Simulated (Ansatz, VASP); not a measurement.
## Two plane-wave programs on Li4F

File INCAR:

```
  PREC = Accurate
  ENCUT = 520
  EDIFF = 1E-7
  ISMEAR = 0
  SIGMA = 0.1
  LREAL = F
  LASPH = T
  NELM = 150
  ALGO = Normal
  ISIF = 2
  LWAVE = F
  LCHARG = T
  ISPIN = 2
  MAGMOM = 0 0 0 0 1
  LORBIT = 11
  GGA = PE
  LELF = T
  LVHAR = T
  NBANDS = 22
```

File KPOINTS:

```
Automatic mesh
0
Gamma
  6 6 6
```

File POSCAR:

```
Li4F
1.0
   -1.9134330400      1.9134330400      3.6178163400
    1.9134330400     -1.9134330400      3.6178163400
    1.9134330400      1.9134330400     -3.6178163400
Li F
4 1
Direct
    0.2450000000      0.2450000000      0.0000000000
    0.7550000000      0.7550000000      0.0000000000
    0.5000000000      0.0000000000      0.5000000000
    0.0000000000      0.5000000000      0.5000000000
    0.0000000000      0.0000000000      0.0000000000
```

Input for Ansatz:

```yaml
crystal:
  lattice:
    - [-1.91343304, 1.91343304, 3.61781634]
    - [1.91343304, -1.91343304, 3.61781634]
    - [1.91343304, 1.91343304, -3.61781634]
  atoms:
    - { symbol: Li, position: [0.245, 0.245, 0.0] }
    - { symbol: Li, position: [0.755, 0.755, 0.0] }
    - { symbol: Li, position: [0.5, 0.0, 0.5] }
    - { symbol: Li, position: [0.0, 0.5, 0.5] }
    - { symbol: F, position: [0.0, 0.0, 0.0], spin: 1.0 }
basis:
  ecutwfc: 420
kpoints:
  mp_grid: { grid: [6, 6, 6] }
hamiltonian:
  xc: pbe
scf:
  occupations: { method: gaussian, width: 0.1 }
  lower_state_search: "off"
output:
  forces: true
  stress: true
  eigenvalues: true
  populations: true
magnetization:
  spin_polarized: true
```

Change from the starting cell: species swapped into the PbF4 type (I4/mmm, No. 139).

Alike in both runs: task single point; functional PBE; k mesh 6 × 6 × 6; occupations gaussian, width 0.1 eV; collinear spin.

|  | VASP | Ansatz |
| --- | --- | --- |
| version | VASP 6.6.1 | Ansatz 0.2.0 |
| potentials or method | VASP PAW PBE potentials, release 64 (Li_sv, F) | scalar-relativistic, plane waves, PAW |
| plane-wave cutoff (eV) | 520 | 420 |
| valence electrons in the cell | 19 | 19 |

```tsv
	VASP	Ansatz	Ansatz less VASP
gap on the k mesh at the Fermi level (eV)	none	none	-
rms of the force components (eV/Å)	0.122	0.130	+0.0078
net moment per atom (μB)	0.00	0.00	0.000
```

Atom by atom the forces differ by 0.008 eV/Å (rms over components). A gap of «none» marks a metal or a gap that the smearing closes. Ansatz warned: «seeded_moment_not_kept».

Caveats: the k mesh is coarse (spacing up to 0.39 Å⁻¹), so the values aren't converged.
